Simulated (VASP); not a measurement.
The system is La.

```
La
1.0
     3.75000    0.00000    0.00000
    -1.87500    3.24760    0.00000
     0.00000    0.00000    6.07000
La
2
Direct
  0.66667 0.33333 0.75000
  0.33333 0.66667 0.25000
```

This isn't the form of La at room conditions, which is double hcp.

- Program: VASP 6.6.1
- Task: single point
- Functional: PBE
- Potentials or basis: VASP PAW PBE potentials, release 64 (La)
- Cutoff: 520 eV
- k mesh: 8 × 8 × 5
- Occupations: fermi-dirac, width 0.05 eV
- Spin: no spin polarisation

On this cell: pressure 0.7 GPa; largest force under 0.003 eV/Å; band gap on the k mesh none (metal or under the smearing width).

The same run follows on a disturbed copy (atoms moved at random, drawn with an rms of 0.05 Å):

```
La
1.0
     3.75000    0.00000    0.00000
    -1.87500    3.24760    0.00000
     0.00000    0.00000    6.07000
La
2
Direct
  0.66078 0.31229 0.74326
  0.33264 0.65901 0.25161
```

Q: What changes?

A: The energy (extrapolated to zero smearing) moves by +0.9 meV/atom; pressure 0.8 GPa; largest force 0.076 eV/Å; band gap on the k mesh none (metal or under the smearing width).

Forces in eV/Å, atoms in the order of the input:
```
La  -0.001  0.000  0.076
La   0.001  0.000 -0.076
```

Stress tensor (GPa, compression positive):
```
0.79 0.01 0.00
0.01 0.93 0.02
0.00 0.02 0.55
```
